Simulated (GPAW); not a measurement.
# ZnSe (Stilleite) (F-43m) in GPAW: notebook

The runs below take ZnSe (Stilleite) through G0W0 quasiparticle levels, with PBE, LDA.

All numbers are computed with GPAW 26.7.0; they aren't measurements. Logs are shortened: lines on timing, memory, paths and dates and some standing lists are left out, and cuts for length are marked. The log counts tension as positive stress, the text compression.

**Experimental background.**

“Alloy Disordering Effects on the Thermal Conductivity and Energy Gap Temperature Dependence of Cd1−xZnxSe Ternary Crystals Grown by the Bridgman Method”, 2023, pmc:10253836 reports, for a bulk crystal of ZnSe at 300 K: band gap 2.695 ± 0.003 eV (an exciton energy, a little under the gap).

The runs below are set against these values where they give the same quantity.

## (1) Starting point

The structure is cubic, space group F-43m (No. 216). The conventional cell has a = 5.668 Å, b = 5.668 Å, c = 5.668 Å, α = 90.00°, β = 90.00°, γ = 90.00°. Se (site symmetry -43m) has 4 Zn at 2.45 Å as nearest neighbours. Zn (site symmetry -43m) is surrounded by 4 Se at 2.45 Å.

## (2) G0W0 quasiparticle levels, PBE

Contents of run.py:

```python
import json
import numpy as np
from ase import Atoms
from ase.dft.bandgap import bandgap
from ase.io import write
from gpaw import GPAW, PW
from gpaw.response.g0w0 import G0W0

atoms = Atoms(['Se', 'Zn'],
              cell=[[0.0, 2.8338, 2.8338],
                    [2.8338, 0.0, 2.8338],
                    [2.8338, 2.8338, 0.0]],
              scaled_positions=[[0.75, 0.75, 0.75],
                                [0.0, 0.0, 0.0]],
              pbc=True)

calc = GPAW(mode=PW(500),
            xc='PBE',
            kpts={'size': (4, 4, 4), 'gamma': True},
            occupations={'name': 'fermi-dirac', 'width': 0.001},
            nbands=18,
            convergence={'density': 1e-06},
            maxiter=150,
            txt='gpaw.txt')
atoms.calc = calc
energy = atoms.get_potential_energy()
calc.write('gs.gpw')
write('result.traj', atoms)
print(f'Energy: {energy:.6f} eV')
print('Fermi level:', round(calc.get_fermi_level(), 4), 'eV')
print(f'Gap: {bandgap(calc)[0]:.4f} eV, direct: {bandgap(calc, direct=True)[0]:.4f} eV')

calc.diagonalize_full_hamiltonian(nbands=77)
calc.write('full.gpw', mode='all')

ibz = calc.get_ibz_k_points()
gap, vbm, cbm = bandgap(calc, output=None)
gap, direct, _ = bandgap(calc, direct=True, output=None)
gamma = int(np.abs(ibz).sum(1).argmin())
kpts = sorted({gamma, vbm[1], cbm[1], direct[1]})
gw = G0W0(calc='full.gpw',
          filename='gw',
          ecut=80,
          ecut_extrapolation=False,
          relbands=(-2, 2),
          kpts=kpts,
          integrate_gamma='WS',
          nbands=73,
          frequencies={'type': 'nonlinear', 'domega0': 0.1, 'omega2': 10},
          eta=0.1)
gw.calculate()
results = {mode: {key: np.asarray(r[key]).tolist() for key in ['f', 'eps', 'vxc', 'exx', 'sigma', 'Z', 'qp', 'sigma_eskn']}
           for mode, r in gw.all_results.items()}
json.dump({'kpts': ibz[kpts].tolist(), 'results': results}, open('gw.json', 'w'))
for mode, r in results.items():
    f, qp = np.array(r['f']), np.array(r['qp'])
    print(mode, 'quasiparticle energies (eV):')
    print(qp.round(3))
    print(mode, 'gap:', round(qp[f < 0.5].min() - qp[f > 0.5].max(), 4), 'eV')
```

Potentials or basis: GPAW PAW data sets (gpaw-data 1.2.1), pw.

Command:

```sh
$ OMP_NUM_THREADS=1 python run.py
```

gpaw.txt:

```text
__  _  _
 | _ |_)|_||  |
 |__||  | ||/\| - 26.7.0

Input parameters:
  mode=PW(ecut=500.0),
  convergence={'density': 1e-06},
  kpts=MonkhorstPack(size=(4, 4, 4), gamma=True),
  maxiter=150,
  nbands=18,
  occupations=Occupations(name='fermi-dirac', width=0.001),
  xc=XC(name='PBE')

Diagonalizing LCAO Hamiltonian
Converting LCAO to pw mode

                    Se

       Zn

Atoms  # Å, Bohr magnetons
|   | symbol |        x |        y |        z |    initial magnetic moments |
|---|--------|----------|----------|----------|-----------------------------|
| 0 |     Se | 4.250700 | 4.250700 | 4.250700 | ( 0.0000,  0.0000,  0.0000) |
| 1 |     Zn | 0.000000 | 0.000000 | 0.000000 | ( 0.0000,  0.0000,  0.0000) |

Unit cell  # Å
| periodic |        x |        y |        z |  lengths |    angles |
|----------|----------|----------|----------|----------|-----------|
|      yes | 0.000000 | 2.833800 | 2.833800 | 4.007598 | 60.000000 |
|      yes | 2.833800 | 0.000000 | 2.833800 | 4.007598 | 60.000000 |
|      yes | 2.833800 | 2.833800 | 0.000000 | 4.007598 | 60.000000 |

Number of symmetries: 24
Symmetry operations  # r_c * U_cc + t_c -> r_c
|    | kind |            matrix            |
|----|------|------------------------------|
|  0 |  E   |  1, 0, 0,  0, 1, 0,  0, 0, 1 |
|  1 |  σ   |  1, 0, 0,  0, 0, 1,  0, 1, 0 |
|  2 |  σ   |  1, 0,-1,  0, 1,-1,  0, 0,-1 |
|  3 |  C3  |  1, 0,-1,  0, 0,-1,  0, 1,-1 |
|  4 |  C3  |  1,-1, 0,  0,-1, 1,  0,-1, 0 |
|  5 |  σ   |  1,-1, 0,  0,-1, 0,  0,-1, 1 |
|  6 |  σ   |  0, 1, 0,  1, 0, 0,  0, 0, 1 |
|  7 |  C3  |  0, 1, 0,  0, 0, 1,  1, 0, 0 |
|  8 |  C2  |  0, 1,-1,  1, 0,-1,  0, 0,-1 |
|  9 |  S4  |  0, 1,-1,  0, 0,-1,  1, 0,-1 |
| 10 |  C3  |  0, 0, 1,  1, 0, 0,  0, 1, 0 |
| 11 |  σ   |  0, 0, 1,  0, 1, 0,  1, 0, 0 |
| 12 |  S4  |  0, 0,-1,  1, 0,-1,  0, 1,-1 |
| 13 |  C3  |  0, 0,-1,  0, 1,-1,  1, 0,-1 |
| 14 |  S4  |  0,-1, 1,  1,-1, 0,  0,-1, 0 |
| 15 |  C2  |  0,-1, 1,  0,-1, 0,  1,-1, 0 |
| 16 |  C3  |  0,-1, 0,  1,-1, 0,  0,-1, 1 |
| 17 |  S4  |  0,-1, 0,  0,-1, 1,  1,-1, 0 |
| 18 |  S4  | -1, 1, 0, -1, 0, 1, -1, 0, 0 |
| 19 |  C3  | -1, 1, 0, -1, 0, 0, -1, 0, 1 |
| 20 |  C3  | -1, 0, 1, -1, 1, 0, -1, 0, 0 |
| 21 |  S4  | -1, 0, 1, -1, 0, 0, -1, 1, 0 |
| 22 |  σ   | -1, 0, 0, -1, 1, 0, -1, 0, 1 |
| 23 |  C2  | -1, 0, 0, -1, 0, 1, -1, 1, 0 |

BZ-sampling:
  Number of BZ points: 64
  Number of IBZ points: 8

  Monkhorst-Pack size: [4, 4, 4]
  Monkhorst-Pack shift: [0.125, 0.125, 0.125]

K-points  # in reciprocal-cell coordinates
|   |                                coordinates |     weight |
|---|--------------------------------------------|------------|
| 0 | (  0.00000000,   0.00000000,   0.00000000) | 0.01562500 |
| 1 | (  0.25000000,   0.25000000,   0.00000000) | 0.09375000 |
| 2 | (  0.25000000,   0.25000000,   0.25000000) | 0.12500000 |
| 3 | (  0.50000000,   0.25000000,  -0.25000000) | 0.09375000 |
| 4 | (  0.50000000,   0.25000000,   0.25000000) | 0.18750000 |
| 5 | (  0.50000000,   0.50000000,   0.00000000) | 0.04687500 |
| 6 | (  0.50000000,   0.50000000,   0.25000000) | 0.37500000 |
| 7 | (  0.50000000,   0.50000000,   0.50000000) | 0.06250000 |

Plane wave coefficients: 1174
Cutoff: 500.0 eV

Spin-components: 1 (collinear spins)
Bands:           18
Projectors:      11
Spin-degeneracy: 2
Datatype:        complex128

Parallelization:
  kpt:    1
  domain: 1
  band:   1

Density:
  Valence electrons: 18.0
  Components: 1
  Grid points: [21 21 21]
  Charge: 0.0  # |e|

Potential:
  Grid points: [21 21 21]

species:
  Se:
    name:    Selenium
    Z:       34.0
    valence: 6
    core:    28
    charge:  0.0  # [|e|]
    compensation charges:
      type: gauss
      rc: 0.27  # [Å]
      lmax: 2
    cutoffs:
      filter: 1.77  # [Å]
      core: 2.67  # [Å]
    projectors
    | kind |    occ | energy [eV] | rcut [Å] |
    |------|--------|-------------|----------|
    |   4s |  2.000 |     -17.277 |    0.847 |
    |   4p |  4.000 |      -6.512 |    1.005 |
    |    s |        |       9.935 |    0.847 |
    |    p |        |      20.699 |    1.005 |
    |    d |        |       0.000 |    0.847 |

    Using partial waves for Se as LCAO basis

  Zn:
    name:    Zinc
    Z:       30.0
    valence: 12
    core:    18
    charge:  0.0  # [|e|]
    compensation charges:
      type: gauss
      rc: 0.37  # [Å]
      lmax: 2
    cutoffs:
      filter: 2.14  # [Å]
      core: 2.28  # [Å]
    projectors
    | kind |    occ | energy [eV] | rcut [Å] |
    |------|--------|-------------|----------|
    |   4s |  2.000 |      -5.977 |    1.286 |
    |   4p |  0.000 |      -1.117 |    1.270 |
    |   3d | 10.000 |     -10.142 |    1.180 |
    |    s |        |      21.234 |    1.286 |
    |    p |        |      26.095 |    1.270 |
    |    d |        |      17.070 |    1.180 |

    Using partial waves for Zn as LCAO basis

Reference energy: -114964.858784  # eV

eigensolver:
  PPCG
  Converge bands: occupied
  niter=2

density mixing:
  MSR1-Mixer
  Pratt-step length: 0.05
  Maximum mixing coefficient: 0.75
  Old densities: 10
  SVD Regularization: 0.005
  Good broyden scale: 1.0
  Trust region scale: 1.0
  Backstep threshold: 4.0
  History deletion threshold: 6.0
  Fourier metric: weight=20.0, sigma=0.015

occupation numbers:
  Fermi-Dirac:
    width: 0.0010  # eV

poisson solver:
  ecut: 4000.0  # eV

xc functional:
  name: PBE with 2 nearest neighbor stencil

convergence criteria:
- Maximum integral of absolute [dens]ity change: 1e-06 electrons / valence electron
- Maximum [total energy] change in last 3 cyles: 0.0005 eV / valence electron
- Maximum integral of absolute [eigenst]ate change: 4e-08 eV^2 / valence electron
maximum number of iterations: 150

SCF iterations
|iter     | |      energy | eigst |  dens |
|---------|-|-------------|-------|-------|
|iter:   1| |   -6.283977 | -0.30 |       |
|iter:   2| |   -6.223321 | -2.22 | -1.23 |
|iter:   3| |   -6.028786 | -1.62 | -1.27 |
|iter:   4| |   -6.028383 | -2.63 | -1.82 |
|iter:   5| |   -6.029435c| -3.75 | -2.30 |
|iter:   6| |   -6.029386c| -4.22 | -2.88 |
|iter:   7| |   -6.029407c| -5.29 | -3.52 |
|iter:   8| |   -6.029412c| -6.15 | -3.90 |
|iter:   9| |   -6.029412c| -8.20c| -5.06 |
|iter:  10| |   -6.029412c| -7.89c| -5.49 |
|iter:  11| |   -6.029412c| -9.11c| -6.40c|

Converged in 11 steps
Energy contributions relative to reference atoms: (reference = -114964.858784)

Energy contributions:
  Kinetic:          13.622480
  Coulomb:         -11.476943
  Zero:             -0.050400
  External:          0.000000
  Xc:               -8.124550
  Entropy:          -0.000000
  Spinorbit:         0.000000
  ----------------------------
  Free energy:      -6.029412
  Extrapolated:     -6.029412

dipole moment: (-7.083996, -7.083996, -7.083996)  # |e|*Ang

Fermi level: 4.355
Eigenvalues  # (at kpt = [0.000, 0.000, 0.000])
| band index |      eig [eV] | occ [0-2] |
|------------|---------------|-----------|
|          0 |        -9.339 |     2.000 |
|          1 |        -2.643 |     2.000 |
|          2 |        -2.643 |     2.000 |
|          3 |        -2.643 |     2.000 |
|          4 |        -2.280 |     2.000 |
|          5 |        -2.280 |     2.000 |
[... 10 lines left out ...]
|         16 |        16.955 |     0.000 |
|         17 |        16.955 |     0.000 |

Gap: 1.286 eV
Transition (v -> c):
  (s=0, k=0, n=8, [0.00, 0.00, 0.00]) -> (s=0, k=0, n=9, [0.00, 0.00, 0.00])
No difference between direct/indirect transitions
# Writing to gs.gpw (mode='')

Matrix size: 1174x1174
# Writing to full.gpw (mode='all')
```

Run time: 56 s. Hardware: 1 thread of Arm Neoverse V1, shared host; peak memory 0.37 GiB.

Results:

```
Free energy                              : -6.0294 eV
Band gap on the k mesh, mean-field level : 1.29 eV, direct
Quasiparticle gap                        : 2.42 eV
Least direct quasiparticle gap           : 2.42 eV
```

Caveat: the k mesh is coarse (spacing up to 0.48 Å⁻¹), so the values aren't converged; the quasiparticle gap is taken among the few k points that were corrected; the long-wavelength limit can be off by several per cent where d states take part.

## (3) G0W0 quasiparticle levels, PBE

Edit run.py of step 2 so:

```diff
@@ -48,4 +48,6 @@
           nbands=73,
-          frequencies={'type': 'nonlinear', 'domega0': 0.1, 'omega2': 10},
-          eta=0.1)
+          ppa=True,
+          xc='rALDA',
+          fxc_mode='GWP',
+          do_GW_too=True)
 gw.calculate()
```

Potentials or basis: GPAW PAW data sets (gpaw-data 1.2.1), pw.

Command:

```sh
$ OMP_NUM_THREADS=1 python run.py
```

gpaw.txt:

```text
__  _  _
 | _ |_)|_||  |
 |__||  | ||/\| - 26.7.0

Input parameters:
  mode=PW(ecut=500.0),
  convergence={'density': 1e-06},
  kpts=MonkhorstPack(size=(4, 4, 4), gamma=True),
  maxiter=150,
  nbands=18,
  occupations=Occupations(name='fermi-dirac', width=0.001),
  xc=XC(name='PBE')

Diagonalizing LCAO Hamiltonian
Converting LCAO to pw mode

                    Se

       Zn

Atoms  # Å, Bohr magnetons
|   | symbol |        x |        y |        z |    initial magnetic moments |
|---|--------|----------|----------|----------|-----------------------------|
| 0 |     Se | 4.250700 | 4.250700 | 4.250700 | ( 0.0000,  0.0000,  0.0000) |
| 1 |     Zn | 0.000000 | 0.000000 | 0.000000 | ( 0.0000,  0.0000,  0.0000) |

Unit cell  # Å
| periodic |        x |        y |        z |  lengths |    angles |
|----------|----------|----------|----------|----------|-----------|
|      yes | 0.000000 | 2.833800 | 2.833800 | 4.007598 | 60.000000 |
|      yes | 2.833800 | 0.000000 | 2.833800 | 4.007598 | 60.000000 |
|      yes | 2.833800 | 2.833800 | 0.000000 | 4.007598 | 60.000000 |

Number of symmetries: 24
Symmetry operations  # r_c * U_cc + t_c -> r_c
|    | kind |            matrix            |
|----|------|------------------------------|
|  0 |  E   |  1, 0, 0,  0, 1, 0,  0, 0, 1 |
|  1 |  σ   |  1, 0, 0,  0, 0, 1,  0, 1, 0 |
|  2 |  σ   |  1, 0,-1,  0, 1,-1,  0, 0,-1 |
|  3 |  C3  |  1, 0,-1,  0, 0,-1,  0, 1,-1 |
|  4 |  C3  |  1,-1, 0,  0,-1, 1,  0,-1, 0 |
|  5 |  σ   |  1,-1, 0,  0,-1, 0,  0,-1, 1 |
|  6 |  σ   |  0, 1, 0,  1, 0, 0,  0, 0, 1 |
|  7 |  C3  |  0, 1, 0,  0, 0, 1,  1, 0, 0 |
|  8 |  C2  |  0, 1,-1,  1, 0,-1,  0, 0,-1 |
|  9 |  S4  |  0, 1,-1,  0, 0,-1,  1, 0,-1 |
| 10 |  C3  |  0, 0, 1,  1, 0, 0,  0, 1, 0 |
| 11 |  σ   |  0, 0, 1,  0, 1, 0,  1, 0, 0 |
| 12 |  S4  |  0, 0,-1,  1, 0,-1,  0, 1,-1 |
| 13 |  C3  |  0, 0,-1,  0, 1,-1,  1, 0,-1 |
| 14 |  S4  |  0,-1, 1,  1,-1, 0,  0,-1, 0 |
| 15 |  C2  |  0,-1, 1,  0,-1, 0,  1,-1, 0 |
| 16 |  C3  |  0,-1, 0,  1,-1, 0,  0,-1, 1 |
| 17 |  S4  |  0,-1, 0,  0,-1, 1,  1,-1, 0 |
| 18 |  S4  | -1, 1, 0, -1, 0, 1, -1, 0, 0 |
| 19 |  C3  | -1, 1, 0, -1, 0, 0, -1, 0, 1 |
| 20 |  C3  | -1, 0, 1, -1, 1, 0, -1, 0, 0 |
| 21 |  S4  | -1, 0, 1, -1, 0, 0, -1, 1, 0 |
| 22 |  σ   | -1, 0, 0, -1, 1, 0, -1, 0, 1 |
| 23 |  C2  | -1, 0, 0, -1, 0, 1, -1, 1, 0 |

BZ-sampling:
  Number of BZ points: 64
  Number of IBZ points: 8

  Monkhorst-Pack size: [4, 4, 4]
  Monkhorst-Pack shift: [0.125, 0.125, 0.125]

K-points  # in reciprocal-cell coordinates
|   |                                coordinates |     weight |
|---|--------------------------------------------|------------|
| 0 | (  0.00000000,   0.00000000,   0.00000000) | 0.01562500 |
| 1 | (  0.25000000,   0.25000000,   0.00000000) | 0.09375000 |
| 2 | (  0.25000000,   0.25000000,   0.25000000) | 0.12500000 |
| 3 | (  0.50000000,   0.25000000,  -0.25000000) | 0.09375000 |
| 4 | (  0.50000000,   0.25000000,   0.25000000) | 0.18750000 |
| 5 | (  0.50000000,   0.50000000,   0.00000000) | 0.04687500 |
| 6 | (  0.50000000,   0.50000000,   0.25000000) | 0.37500000 |
| 7 | (  0.50000000,   0.50000000,   0.50000000) | 0.06250000 |

Plane wave coefficients: 1174
Cutoff: 500.0 eV

Spin-components: 1 (collinear spins)
Bands:           18
Projectors:      11
Spin-degeneracy: 2
Datatype:        complex128

Parallelization:
  kpt:    1
  domain: 1
  band:   1

Density:
  Valence electrons: 18.0
  Components: 1
  Grid points: [21 21 21]
  Charge: 0.0  # |e|

Potential:
  Grid points: [21 21 21]

species:
  Se:
    name:    Selenium
    Z:       34.0
    valence: 6
    core:    28
    charge:  0.0  # [|e|]
    compensation charges:
      type: gauss
      rc: 0.27  # [Å]
      lmax: 2
    cutoffs:
      filter: 1.77  # [Å]
      core: 2.67  # [Å]
    projectors
    | kind |    occ | energy [eV] | rcut [Å] |
    |------|--------|-------------|----------|
    |   4s |  2.000 |     -17.277 |    0.847 |
    |   4p |  4.000 |      -6.512 |    1.005 |
    |    s |        |       9.935 |    0.847 |
    |    p |        |      20.699 |    1.005 |
    |    d |        |       0.000 |    0.847 |

    Using partial waves for Se as LCAO basis

  Zn:
    name:    Zinc
    Z:       30.0
    valence: 12
    core:    18
    charge:  0.0  # [|e|]
    compensation charges:
      type: gauss
      rc: 0.37  # [Å]
      lmax: 2
    cutoffs:
      filter: 2.14  # [Å]
      core: 2.28  # [Å]
    projectors
    | kind |    occ | energy [eV] | rcut [Å] |
    |------|--------|-------------|----------|
    |   4s |  2.000 |      -5.977 |    1.286 |
    |   4p |  0.000 |      -1.117 |    1.270 |
    |   3d | 10.000 |     -10.142 |    1.180 |
    |    s |        |      21.234 |    1.286 |
    |    p |        |      26.095 |    1.270 |
    |    d |        |      17.070 |    1.180 |

    Using partial waves for Zn as LCAO basis

Reference energy: -114964.858784  # eV

eigensolver:
  PPCG
  Converge bands: occupied
  niter=2

density mixing:
  MSR1-Mixer
  Pratt-step length: 0.05
  Maximum mixing coefficient: 0.75
  Old densities: 10
  SVD Regularization: 0.005
  Good broyden scale: 1.0
  Trust region scale: 1.0
  Backstep threshold: 4.0
  History deletion threshold: 6.0
  Fourier metric: weight=20.0, sigma=0.015

occupation numbers:
  Fermi-Dirac:
    width: 0.0010  # eV

poisson solver:
  ecut: 4000.0  # eV

xc functional:
  name: PBE with 2 nearest neighbor stencil

convergence criteria:
- Maximum integral of absolute [dens]ity change: 1e-06 electrons / valence electron
- Maximum [total energy] change in last 3 cyles: 0.0005 eV / valence electron
- Maximum integral of absolute [eigenst]ate change: 4e-08 eV^2 / valence electron
maximum number of iterations: 150

SCF iterations
|iter     | |      energy | eigst |  dens |
|---------|-|-------------|-------|-------|
|iter:   1| |   -6.283977 | -0.30 |       |
|iter:   2| |   -6.223321 | -2.22 | -1.23 |
|iter:   3| |   -6.028786 | -1.62 | -1.27 |
|iter:   4| |   -6.028383 | -2.63 | -1.82 |
|iter:   5| |   -6.029435c| -3.75 | -2.30 |
|iter:   6| |   -6.029386c| -4.22 | -2.88 |
|iter:   7| |   -6.029407c| -5.29 | -3.52 |
|iter:   8| |   -6.029412c| -6.15 | -3.90 |
|iter:   9| |   -6.029412c| -8.20c| -5.06 |
|iter:  10| |   -6.029412c| -7.89c| -5.49 |
|iter:  11| |   -6.029412c| -9.11c| -6.40c|

Converged in 11 steps
Energy contributions relative to reference atoms: (reference = -114964.858784)

Energy contributions:
  Kinetic:          13.622480
  Coulomb:         -11.476943
  Zero:             -0.050400
  External:          0.000000
  Xc:               -8.124550
  Entropy:          -0.000000
  Spinorbit:         0.000000
  ----------------------------
  Free energy:      -6.029412
  Extrapolated:     -6.029412

dipole moment: (-7.083996, -7.083996, -7.083996)  # |e|*Ang

Fermi level: 4.355
Eigenvalues  # (at kpt = [0.000, 0.000, 0.000])
| band index |      eig [eV] | occ [0-2] |
|------------|---------------|-----------|
|          0 |        -9.339 |     2.000 |
|          1 |        -2.643 |     2.000 |
|          2 |        -2.643 |     2.000 |
|          3 |        -2.643 |     2.000 |
|          4 |        -2.280 |     2.000 |
|          5 |        -2.280 |     2.000 |
[... 10 lines left out ...]
|         16 |        16.955 |     0.000 |
|         17 |        16.955 |     0.000 |

Gap: 1.286 eV
Transition (v -> c):
  (s=0, k=0, n=8, [0.00, 0.00, 0.00]) -> (s=0, k=0, n=9, [0.00, 0.00, 0.00])
No difference between direct/indirect transitions
# Writing to gs.gpw (mode='')

Matrix size: 1174x1174
# Writing to full.gpw (mode='all')
```

Wall time 1.7 min (1 thread of Arm Neoverse V1, shared host); peak memory 0.58 GiB.

Results:

```yaml
Free_energy: -6.0294 eV
Band_gap_on_the_k_mesh_mean-field_level: 1.29 eV, direct
Quasiparticle_gap: 2.44 eV
Least_direct_quasiparticle_gap: 2.44 eV
```

Caveat: the k mesh is coarse (spacing up to 0.48 Å⁻¹), so the values aren't converged; the quasiparticle gap is taken among the few k points that were corrected; the long-wavelength limit can be off by several per cent where d states take part.

(Continued in part 2 of 3.)
